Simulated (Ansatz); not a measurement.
ZrS₂ built on the CdI2 prototype, relaxed with r2SCAN+rVV10 in the plane-wave code Ansatz. It is trigonal, P-3m1 (No. 164); conventional cell a = 3.674 Å, c = 5.857 Å, 22.83 Å³ an atom. Zr is surrounded by 6 S at 2.57 Å; S is surrounded by 3 Zr at 2.57 Å.

The axes x, y and z are those of this cell:
```
CELL_PARAMETERS angstrom
3.67440 0.00000 0.00000
-1.83720 3.18212 0.00000
0.00000 0.00000 5.85686
ATOMIC_POSITIONS crystal
Zr 0.00000 0.00000 0.00000
S 0.33333 0.66667 0.24623
S 0.66667 0.33333 0.75377
```

Unstrained: The PBE gap is indirect, 0.877 eV (k = (-0.089, 0.042, 0) to L), below the direct gap of 1.502 eV at Γ. The r2SCAN gap is indirect, 1.181 eV (k = (-0.089, 0.042, 0) to L), below the direct gap of 1.811 eV at Γ. HSE06 gives an indirect gap of 1.666 eV, from k = (-0.089, 0.042, 0) to L; the least direct gap is 2.381 eV at Γ. The r2SCAN+SOC gap is indirect, 1.177 eV (k = (-0.089, 0.042, 0) to L), below the direct gap of 1.797 eV at Γ. Meshes: PBE 12×12×4, r2SCAN 12×12×4, HSE06 6×6×4, r2SCAN+SOC 12×12×4. Strains are changes of length per length. After each strain the atoms were relaxed again with r2SCAN+rVV10 in this cell and within any symmetry left, so distortions that break it or need a larger cell weren't tested; points keep the names that they have in the unstrained zone. Calculated for a static, non-magnetic cell.

**Question.** Estimate what uniaxial +4.0 % along z, other directions held does to the gap.

**Answer.** PBE: the gap goes from 0.877 to 1.024 eV (+0.147 eV); the edges go from (-0.089, 0.042, 0) → L to (-0.073, 0.141, 0) → L. r2SCAN: the gap goes from 1.181 to 1.333 eV (+0.152 eV); the edges go from (-0.089, 0.042, 0) → L to (-0.073, 0.141, 0) → L. HSE06: the gap goes from 1.666 to 1.832 eV (+0.166 eV); the edges go from (-0.089, 0.042, 0) → L to (-0.073, 0.141, 0) → L. r2SCAN+SOC: the gap goes from 1.177 to 1.331 eV (+0.154 eV); the edges go from (-0.089, 0.042, 0) → L to (-0.073, 0.141, 0) → L.

**Question.** Estimate what uniaxial -2.0 % along z, other directions held does to the gap.

**Answer.** PBE: the gap goes from 0.877 to 0.781 eV (-0.096 eV); the edges go from (-0.089, 0.042, 0) → L to Γ → L. r2SCAN: the gap goes from 1.181 to 1.081 eV (-0.100 eV); the edges go from (-0.089, 0.042, 0) → L to Γ–M (0.03) → L. HSE06: the gap goes from 1.666 to 1.559 eV (-0.107 eV); the edges go from (-0.089, 0.042, 0) → L to Γ → L. r2SCAN+SOC: the gap goes from 1.177 to 1.075 eV (-0.102 eV); the edges go from (-0.089, 0.042, 0) → L to Γ → L.

**Question.** Apply uniaxial +1.0 % along z, other directions held. How far does the gap move, against the unstrained cell?

**Answer.** PBE: the gap goes from 0.877 to 0.918 eV (+0.041 eV); the edges go from (-0.089, 0.042, 0) → L to Γ–K (0.16) → L. r2SCAN: the gap goes from 1.181 to 1.223 eV (+0.042 eV); the edges go from (-0.089, 0.042, 0) → L to Γ–K (0.16) → L. HSE06: the gap goes from 1.666 to 1.712 eV (+0.046 eV); the edges go from (-0.089, 0.042, 0) → L to Γ–K (0.16) → L. r2SCAN+SOC: the gap goes from 1.177 to 1.220 eV (+0.043 eV); the edges go from (-0.089, 0.042, 0) → L to Γ–K (0.16) → L.

**Question.** Estimate what uniaxial +3.0 % along z, other directions held does to the gap.

**Answer.** PBE: the gap goes from 0.877 to 0.991 eV (+0.114 eV); the edges go from (-0.089, 0.042, 0) → L to (-0.130, 0.062, 0) → L. r2SCAN: the gap goes from 1.181 to 1.299 eV (+0.118 eV); the edges go from (-0.089, 0.042, 0) → L to (-0.130, 0.062, 0) → L. HSE06: the gap goes from 1.666 to 1.795 eV (+0.129 eV); the edges go from (-0.089, 0.042, 0) → L to (-0.130, 0.062, 0) → L. r2SCAN+SOC: the gap goes from 1.177 to 1.297 eV (+0.120 eV); the edges go from (-0.089, 0.042, 0) → L to (-0.130, 0.062, 0) → L.

**Question.** Estimate what uniaxial +2.0 % along z, other directions held does to the gap.

**Answer.** PBE: the gap goes from 0.877 to 0.955 eV (+0.078 eV); the edges go from (-0.089, 0.042, 0) → L to (-0.120, 0.057, 0) → L. r2SCAN: the gap goes from 1.181 to 1.262 eV (+0.081 eV); the edges go from (-0.089, 0.042, 0) → L to (-0.120, 0.057, 0) → L. HSE06: the gap goes from 1.666 to 1.755 eV (+0.089 eV); the edges go from (-0.089, 0.042, 0) → L to (-0.120, 0.057, 0) → L. r2SCAN+SOC: the gap goes from 1.177 to 1.259 eV (+0.082 eV); the edges go from (-0.089, 0.042, 0) → L to (-0.120, 0.057, 0) → L.

**Question.** Apply uniaxial -3.0 % along z, other directions held. How far does the gap move, against the unstrained cell?

**Answer.** PBE: the gap goes from 0.877 to 0.728 eV (-0.149 eV); the edges go from (-0.089, 0.042, 0) → L to Γ → L. r2SCAN: the gap goes from 1.181 to 1.026 eV (-0.155 eV); the edges go from (-0.089, 0.042, 0) → L to Γ → L. HSE06: the gap goes from 1.666 to 1.499 eV (-0.167 eV); the edges go from (-0.089, 0.042, 0) → L to Γ → L. r2SCAN+SOC: the gap goes from 1.177 to 1.021 eV (-0.156 eV); the edges go from (-0.089, 0.042, 0) → L to Γ → L.

**Question.** Apply uniaxial -1.0 % along z, other directions held. How far does the gap move, against the unstrained cell?

**Answer.** PBE: the gap goes from 0.877 to 0.832 eV (-0.045 eV); the edges go from (-0.089, 0.042, 0) → L to (-0.068, 0.031, 0) → L. r2SCAN: the gap goes from 1.181 to 1.134 eV (-0.047 eV); the edges go from (-0.089, 0.042, 0) → L to (-0.068, 0.031, 0) → L. HSE06: the gap goes from 1.666 to 1.615 eV (-0.051 eV); the edges go from (-0.089, 0.042, 0) → L to (-0.068, 0.031, 0) → L. r2SCAN+SOC: the gap goes from 1.177 to 1.129 eV (-0.048 eV); the edges go from (-0.089, 0.042, 0) → L to (-0.068, 0.031, 0) → L.

**Question.** Estimate what uniaxial -4.0 % along z, other directions held does to the gap.

**Answer.** PBE: the gap goes from 0.877 to 0.676 eV (-0.201 eV); the edges go from (-0.089, 0.042, 0) → L to Γ → L. r2SCAN: the gap goes from 1.181 to 0.971 eV (-0.210 eV); the edges go from (-0.089, 0.042, 0) → L to Γ → L. HSE06: the gap goes from 1.666 to 1.440 eV (-0.226 eV); the edges go from (-0.089, 0.042, 0) → L to Γ → L. r2SCAN+SOC: the gap goes from 1.177 to 0.966 eV (-0.211 eV); the edges go from (-0.089, 0.042, 0) → L to Γ → L.

Only the levels marked +SOC include spin-orbit coupling.

Where an edge lies off the special points, it is a point of the mesh or the k point where a search put PBE's edge or least direct gap, reused for the other functionals, whose own edges may lie a little apart.

Coordinates of k points refer to the reciprocal vectors of the primitive cell of the runs.

The meshes of the hybrids are coarse, so their gaps aren't converged to the digits shown.
